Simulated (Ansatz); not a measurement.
A run of Ansatz 0.2.0 is set up as follows.

The input input.yaml:

```yaml
crystal:
  lattice:
    - [3.1967, 0.0, 0.0]
    - [-1.59835, 2.7684234083, 0.0]
    - [0.0, 0.0, 5.0578]
  atoms:
    - { symbol: Hf, position: [0.6666666667, 0.3333333333, 0.75] }
    - { symbol: Hf, position: [0.3333333333, 0.6666666667, 0.25] }
kpoints:
  mp_grid: { grid: [10, 10, 5] }
scf:
  occupations: { method: fermi_dirac, width: 0.05 }
hamiltonian:
  xc: blyp
  dispersion: d4
  pseudopotentials: { kind: all_electron, lapw: { basis_error: 0.001 } }
output:
  forces: true
  stress: true
relax:
  f_tol: 0.01
  max_steps: 60
  cell: {}
```

Potentials or basis: all-electron LAPW, scalar-relativistic.

Run with:

```bash
$ ansatz run input.yaml --threads 1 --pin off --max-ram 3072MiB --backend cpu --events-out ev --progress --plain --runs-dir out
```

Estimate the relaxed cell.

a = 3.205 Å, b = 3.205 Å, c = 5.062 Å, α = 90.00°, β = 90.00°, γ = 120.00°.

What does it give for the relaxed volume?

22.52 Å³/atom.

Estimate the space group after relaxing (to 0.05 Å).

P6_3/mmc (No. 194).

The path:
| step | energy change (eV) | largest force (eV/Å) | volume (Å³) |
| --- | --- | --- | --- |
| 1 | 0.0000 | 0.0000 | 44.76 |
| 2 | -0.0006 | 0.0000 | 45.03 |
| 3 | -0.0006 | 0.0000 | 45.03 |

Spin-orbit coupling is left out, which matters for the levels of Hf. Zero-point motion and thermal expansion aren't in these numbers.
